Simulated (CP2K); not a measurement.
Crystal: Sn.

```
Sn
1.0
     3.31562    0.00000    0.00000
    -1.65191    2.87481    0.00000
    -0.83186   -1.43741    2.86971
Sn
1
Direct
  0.00000 0.00000 0.00000
```

This isn't the form of Sn at room conditions, which is tetragonal (white tin).

* Program: CP2K 2026.2
* Task: relaxation of cell and atoms
* Functional: LDA
* Potentials or basis: GTH_POTENTIALS Sn GTH-PADE-q4; TZVP-MOLOPT-PBE-GTH basis
* Density cutoff: 6123 eV
* k mesh: 8 × 8 × 8
* Occupations: fermi-dirac, width 0.1 eV
* Spin: no spin polarisation

At the start: pressure -3.2 GPa; volume 27.35 Å³/atom.

**Question.** Where does the relaxation end?

**Answer.** Over 6 steps the energy falls by 18.7 meV/atom and the volume is 25.64 Å³/atom (-6.3 %); space group C2/m (No. 12, to 0.05 Å).

The path:
| step | energy change (eV) | largest force (eV/Å) | volume (Å³) |
| --- | --- | --- | --- |
| 1 | 0.0000 | 0.0000 | 27.35 |
| 2 | -0.0011 | 0.0000 | 27.30 |
| 3 | -0.0183 | 0.0000 | 25.44 |
| 4 | -0.0188 | 0.0000 | 25.66 |
| 5 | -0.0187 | 0.0000 | 25.64 |
| 6 | -0.0187 | 0.0000 | 25.64 |

Final structure:
```
Sn
1.0
     3.25605    0.00000    0.00000
    -1.66080    2.80098    0.00000
    -0.83184   -1.43739    2.81118
Sn
1
Direct
  0.00000 0.00000 0.00000
```

Caveat: the basis of atomic orbitals isn't converged, which shifts pressures, moduli and gaps.
